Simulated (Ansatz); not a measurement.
**KBr: Born charges and dielectric tensor with LDA**

**The experiment to reproduce.**

From a printed reference work, monograph, for a bulk crystal of KBr: high-frequency dielectric constant 2.36.

The system is KBr.

```
Br K
1.0
     0.00000    3.30000    3.30000
     3.30000    0.00000    3.30000
     3.30000    3.30000    0.00000
Br K
1 1
Cartesian
  3.3000 3.3000 3.3000
  0.0000 0.0000 0.0000
```

- Program: Ansatz 0.2.0
- Task: Born charges and dielectric tensor
- Functional: LDA
- Potentials or basis: Ansatz PAW
- Cutoff: 420 eV (not typed: the program's choice for these potentials)
- k mesh: 7 × 7 × 7
- Occupations: fixed
- Spin: no spin polarisation

```yaml
Band_gap_on_the_k_mesh: 4.03 eV, direct
Electronic_dielectric_tensor_diagonal: 2.63
Born_charges_mean_of_the_diagonal: Br -1.13; K +1.13 e
```

Levels at points of the mesh, in eV from the valence-band top:
```csv
k point,band 5,band 6,band 7,band 8,band 9,band 10,band 11,band 12
"(0.00, 0.00, 0.00)",-11.13,0.00,0.00,0.00,4.03,7.36,7.36,7.36
```

Electronic dielectric tensor:
```
2.63 0.00 0.00
0.00 2.63 0.00
0.00 0.00 2.63
```

Born effective charge tensors (e):
atom 1, Br
```
-1.13  0.00  0.00
 0.00 -1.13  0.00
 0.00  0.00 -1.13
```
atom 2, K
```
1.13 0.00 0.00
0.00 1.13 0.00
0.00 0.00 1.13
```

It took 1.6 s on 2 threads of AMD EPYC 9R45 96-Core Processor (Zen 5), on a shared host, peak memory 0.41 GiB.

Measured high-frequency dielectric constant of KBr: 2.36 (a printed reference work, monograph). This calculation gives 2.63 (+11.2 %).

Caveat: odd divisions of the mesh miss points on the zone boundary, where band edges often lie, so the gap on the mesh can be too wide.
